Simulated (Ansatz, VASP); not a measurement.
Ba: VASP beside Ansatz

```xyz
2
Lattice="3.9100 0.0000 0.0000 -1.9550 3.6500 0.0000 0.0000 0.0000 20.7000" Properties=species:S:1:pos:R:3 pbc="T T T"
Ba    0.0000    0.0000    7.5000
Ba    0.0000    0.0000   13.2000
```

Alike in both runs: functional LDA; k mesh 8 × 8 × 1; occupations fermi-dirac, width 0.05 eV; no spin polarisation.

|  | VASP | Ansatz |
| --- | --- | --- |
| version | VASP 6.6.1 | Ansatz 0.2.0 |
| potentials or method | VASP PAW LDA potentials, release 64 (Ba_sv), cutoff 520 eV | all-electron LAPW, scalar-relativistic |
| task | single point | work function |

```tsv
	VASP	Ansatz	Ansatz less VASP
gap on the k mesh at the Fermi level (eV)	none	none	-
rms of the force components (eV/Å)	0.122	0.121	-0.0010
```

Atom by atom the forces differ by 0.001 eV/Å (rms over components). A gap of «none» marks a metal or a gap that the smearing closes. Ansatz ran all-electron here, so the differences hold the error of VASP's frozen core and of both bases.

Spin-orbit coupling is left out, which matters for the levels of Ba.
